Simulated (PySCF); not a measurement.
# Si (I4/mmm) in PySCF: density of states with PBEsol

Aim: the density of states of Si with PBEsol.

All numbers are computed with PySCF 2.14.0; they aren't measurements. Logs are shortened: lines on timing, memory, paths and dates and some standing lists are left out, and cuts for length are marked.

**1. Starting point**

It takes space group I4/mmm (No. 139, tetragonal). Conventional cell: a = 3.254 Å, b = 3.254 Å, c = 2.641 Å, α = 90.00°, β = 90.00°, γ = 90.00°. Si (site symmetry 4/mmm) is surrounded by 10 Si at 2.64 to 2.65 Å.

This isn't the form of Si at room conditions, which is diamond.

**2. Density of states, PBEsol**

File run.py:

```python
import json
import numpy as np
from pyscf.pbc import gto, scf, dft, df

cell = gto.Cell()
cell.a = '''
 -1.6269149300    1.6269149300    1.3203298500
  1.6269149300   -1.6269149300    1.3203298500
  1.6269149300    1.6269149300   -1.3203298500'''
cell.atom = '''
Si   0.0000000000    0.0000000000    0.0000000000'''
cell.unit = 'A'
cell.basis = 'DZVP-MOLOPT-SR-GTH-q4'
cell.pseudo = 'GTH-PBE-q4'
cell.ke_cutoff = 50  # hartree
cell.exp_to_discard = 0.02
cell.precision = 1e-08
cell.space_group_symmetry = True
cell.symmorphic = False
cell.max_memory = 2940  # MB
cell.verbose = 4
cell.build()

res = {}
kpts = cell.make_kpts([13, 13, 13], space_group_symmetry=True, time_reversal_symmetry=True)
cell.space_group_symmetry = False  # the mesh holds the operations; no search on the supercells of the integral code
mf = dft.KRKS(cell, kpts, xc='pbesol')
mf = mf.multigrid_numint()
mf = mf.smearing(sigma=0.00183747, method='fermi')  # hartree
mf.conv_tol = 1e-07
mf.max_cycle = 60

mf.kernel()
res.update(converged=bool(mf.converged), e_tot=mf.e_tot, nelec=cell.nelectron, nao=cell.nao, mesh=list(map(int, cell.mesh)), a=cell.lattice_vectors().tolist(), coords=cell.atom_coords().tolist(),
           mo_energy=[np.real(x).tolist() for x in mf.mo_energy], mo_occ=[np.real(x).tolist() for x in mf.mo_occ])
res.update(e_free=mf.e_free, e_zero=mf.e_zero)
res.update(kpts=kpts.kpts_scaled_ibz.tolist(), weights=kpts.weights_ibz.tolist())
res['parts'] = {k: float(np.real(v)) for k, v in mf.scf_summary.items() if np.isscalar(v)}
json.dump(res, open('results.json', 'w'))
if not mf.converged:
    raise SystemExit('SCF not converged')

print('levels (eV)')
for i, kp in enumerate(res['kpts'][:40]):
    print('k %7.4f %7.4f %7.4f  ' % tuple(kp), ' '.join('%.3f' % (x * 27.211386) for x in res['mo_energy'][i][:7]))

mf = mf.to_khf()  # unfold to the whole mesh
kpts = mf.kpts
# Mulliken populations
dm, s = np.asarray(mf.make_rdm1()), np.asarray(mf.get_ovlp())
sites = cell.aoslice_by_atom()[:, 2:]
tot = np.einsum('kij,kji->i', dm, s).real / len(kpts)
res['mulliken'] = [cell.atom_charge(i) - tot[a0:a1].sum() for i, (a0, a1) in enumerate(sites)]
print('Mulliken charges', np.round(res['mulliken'], 5))

# density of states, Gaussians of 0.15 eV
e = np.asarray(mf.mo_energy).real.reshape(1, -1) * 27.211386
ef = mf.get_fermi()
ef = np.max(ef) * 27.211386
x = np.arange(-15, 10.01, 0.1) + round(ef, 1)
dos = np.exp(-((x[:, None, None] - e) / 0.15) ** 2 / 2).sum(-1).T / (0.15 * np.sqrt(2 * np.pi) * len(kpts)) * 2
res.update(dos_e=x.tolist(), dos=dos.tolist())
for a, b in zip(x[::5], dos.T[::5]):
    print('%8.2f' % a, ' '.join('%9.4f' % y for y in b))

# density on a uniform mesh
grids = dft.gen_grid.UniformGrids(cell)
grids.mesh = [15, 15, 15]
grids.build()
ni = dft.numint.KNumInt()
rho = [ni.get_rho(cell, x, grids, kpts) for x in [dm]]
np.save('rho.npy', np.reshape(rho, (-1, *grids.mesh)))
res['done'] = True
json.dump(res, open('results.json', 'w'))
```

Potentials or basis: DZVP-MOLOPT-SR/GTH-PBE (potentials made for PBE).

Started as:

```sh
OMP_NUM_THREADS=2 python -u run.py > log
```

What it wrote:

```text
Discarded 0 diffused primitive functions, 0 contracted functions

PySCF version 2.14.0

[INPUT] verbose = 4
[INPUT] num. atoms = 1
[INPUT] num. electrons = 4
[INPUT] charge = 0
[INPUT] spin (= nelec alpha-beta = 2S) = 0
[INPUT] symmetry False subgroup None
[INPUT] Mole.unit = A
[INPUT] Symbol           X                Y                Z      unit          X                Y                Z       unit  Magmom
[INPUT]  1 Si     0.000000000000   0.000000000000   0.000000000000 AA    0.000000000000   0.000000000000   0.000000000000 Bohr   0.0

nuclear repulsion = -5.06666338913757
number of shells = 3
number of NR pGTOs = 36
number of NR cGTOs = 13
basis = DZVP-MOLOPT-SR-GTH-q4
ecp = {}
lattice vectors  a1 [-3.074423646, 3.074423646, 2.495061811]
                 a2 [3.074423646, -3.074423646, 2.495061811]
                 a3 [3.074423646, 3.074423646, -2.495061811]
dimension = 3
low_dim_ft_type = None
Cell volume = 94.3341
exp_to_discard = 0.02
rcut = 26.387083439391 (nimgs = [7 7 7])
precision = 1e-08
pseudo = GTH-PBE-q4
ke_cutoff = 50
    = [17 17 17] mesh (4913 PWs)
[Cell] Point group symbol:  4/mmm
time reversal: False
k-points in IBZ                         weights
  0:  0.000000,  0.000000,  0.000000    1/2197
  1:  0.538462, -0.000000,  0.461538    8/2197
  2:  0.538462,  0.461538,  0.000000    4/2197
  3:  0.538462,  0.461538,  0.538462    4/2197
  4:  0.538462,  0.538462,  0.461538    2/2197
  5:  0.615385, -0.000000,  0.384615    8/2197
[... 188 lines left out ...]
194:  0.923077,  0.923077,  0.846154    8/2197
195:  0.923077,  0.923077,  0.923077    8/2197

******** <class 'pyscf.pbc.scf.smearing.SmearingKsymAdaptedKRKS'> ********
method = SmearingKsymAdaptedKRKS
initial guess = minao
damping factor = 0
level_shift factor = 0
DIIS = <class 'pyscf.scf.diis.CDIIS'>
diis_start_cycle = 1
diis_space = 8
diis_damp = 0
SCF conv_tol = 1e-07
SCF conv_tol_grad = None
SCF max_cycles = 60
direct_scf = True
direct_scf_tol = 1e-13

******** PBC SCF flags ********
N kpts (BZ) = 2197
N kpts (IBZ) = 196
Exchange divergence treatment (exxdiv) = ewald
    madelung (= occupied orbital energy shift) = 0.04871791720324668
    Total energy shift due to Ewald probe charge = -1/2 * Nelec*madelung = -0.0974358344065
DF object = <pyscf.pbc.df.fft.FFTDF object>
XC functionals = pbesol
small_rho_cutoff = 0
Uniform grid, mesh = [17 17 17]
Set gradient conv threshold to 0.000316228
nelec by numeric integration = 3.9999999999999982
init E= -3.97251534005179
    sigma = 0.00183747  Optimized mu = 0.417954919398  entropy = 0.0970592093485
nelec by numeric integration = 4.0000000000000195
    Total E(T) = -3.91265352286239  Free energy = -3.9128318662478  E0 = -3.9127426945551
cycle= 1 E= -3.91265352286239  delta_E= 0.0599  |g|= 0.277  |ddm|= 26.5
    sigma = 0.00183747  Optimized mu = 0.413664545943  entropy = 0.0962824877069
nelec by numeric integration = 4.000000000000018
    Total E(T) = -3.91288762472894  Free energy = -3.91306454091163  E0 = -3.91297608282029
cycle= 2 E= -3.91288762472894  delta_E= -0.000234  |g|= 0.0276  |ddm|= 2.05
    sigma = 0.00183747  Optimized mu = 0.414030055149  entropy = 0.0962971329778
nelec by numeric integration = 4.000000000000018
    Total E(T) = -3.91289075767605  Free energy = -3.91306770076898  E0 = -3.91297922922252
cycle= 3 E= -3.91289075767605  delta_E= -3.13e-06  |g|= 0.00114  |ddm|= 0.184
    sigma = 0.00183747  Optimized mu = 0.414021064412  entropy = 0.0962888199333
nelec by numeric integration = 4.000000000000019
    Total E(T) = -3.91289078264751  Free energy = -3.91306771046548  E0 = -3.91297924655649
cycle= 4 E= -3.91289078264751  delta_E= -2.5e-08  |g|= 8.02e-05  |ddm|= 0.0122
    sigma = 0.00183747  Optimized mu = 0.414021246516  entropy = 0.0962895306561
nelec by numeric integration = 4.000000000000016
    Total E(T) = -3.91289078138939  Free energy = -3.91306771051328  E0 = -3.91297924595134
Extra cycle  E= -3.91289078138939  delta_E= 1.26e-09  |g|= 1.45e-05  |ddm|= 0.00096
converged SCF energy = -3.91289078138939
levels (eV)
k  0.0000  0.0000  0.0000   -3.539 21.455 21.845 21.845 25.315 25.914 27.391
k  0.5385 -0.0000  0.4615   3.684 6.289 16.240 18.178 18.204 21.225 31.496
k  0.5385  0.4615  0.0000   2.099 4.419 20.582 23.516 23.834 23.934 30.236
k  0.5385  0.4615  0.5385   7.617 8.956 10.574 13.251 15.626 18.326 37.191
k  0.5385  0.5385  0.4615   8.994 8.994 9.882 12.645 13.624 20.557 36.865
k  0.6154 -0.0000  0.3846   1.503 9.232 16.326 18.345 18.932 21.986 31.413
[... 32 lines left out ...]
k  0.7692  0.3077  0.5385   3.311 7.439 15.053 15.804 20.992 22.342 30.347
k  0.7692  0.3077  0.6154   1.763 9.762 14.427 15.602 22.688 23.459 30.566
Mulliken charges [0.]
   -3.70    0.0038
   -3.20    0.0532
   -2.70    0.0819
   -2.20    0.1414
   -1.70    0.1010
   -1.20    0.1550
[... 43 lines left out ...]
   20.80    0.4376
   21.30    0.4966
```

It took 2.8 min on 2 threads of Intel Xeon at 2.50GHz (Skylake/Cascade Lake), shared host; peak memory 2.3 GiB.

Results:

* Free energy: -106.4800 eV
* Band gap on the k mesh: none (metal or under the smearing width)

Levels at points of the mesh, in eV from the Fermi level:
| k point | band 1 | band 2 | band 3 | band 4 | band 5 | band 6 | band 7 |
| --- | --- | --- | --- | --- | --- | --- | --- |
| (0.00, 0.00, 0.00) | -14.81 | 10.19 | 10.58 | 10.58 | 14.05 | 14.65 | 16.12 |

States per cell in windows of 1 eV (zero at the Fermi level; states under -8 eV left out):
| from (eV) | total |
| --- | --- |
| -8.0 | 0.25 |
| -7.0 | 0.33 |
| -6.0 | 0.28 |
| -5.0 | 0.35 |
| -4.0 | 0.34 |
| -3.0 | 0.42 |
| -2.0 | 0.39 |
| -1.0 | 0.38 |
| 0.0 | 0.40 |
| 1.0 | 0.41 |
| 2.0 | 0.46 |
| 3.0 | 0.44 |
| 4.0 | 0.42 |
| 5.0 | 0.56 |
| 6.0 | 0.50 |
| 7.0 | 0.43 |

Caveat: the basis of atomic orbitals isn't converged, which shifts pressures, moduli and gaps.
